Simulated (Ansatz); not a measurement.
FeO (Wuestite):

```
CELL_PARAMETERS angstrom
0.00000 2.15540 2.15540
2.15540 0.00000 2.15540
2.15540 2.15540 0.00000
ATOMIC_POSITIONS crystal
Fe 0.00000 0.00000 0.00000
O 0.50000 0.50000 0.50000
```

Base run:

| Item | Value |
| --- | --- |
| Program | Ansatz 0.2.0 |
| Functional | PBEsol |
| Potentials or basis | all-electron LAPW, non-relativistic |
| Cutoff | 349 eV |
| Density cutoff | 1397 eV |
| Basis error allowed | 0.001 eV/atom |
| k mesh | 11 × 11 × 11 |
| Occupations | fermi-dirac, width 0.05 eV |
| Spin | collinear spin, ferromagnetic start |
| Starting moments | [3.0, 0.0] μB |

Its results: pressure -7.7 GPa; net moment 4.00 μB per cell; site moments Fe +3.61; O +0.34 μB.

**Question.** The run is repeated on the same cell with these changes: potentials or basis from all-electron LAPW, non-relativistic to all-electron LAPW, inner shells corrected to Dirac's equation. What comes out?

**Answer.** Pressure -8.6 GPa; net moment 4.00 μB per cell; site moments Fe +3.62; O +0.33 μB.

Caveats: a cell with one magnetic atom can't hold antiferromagnetic order, which such compounds often take.

Not every run made on this cell is shown here.
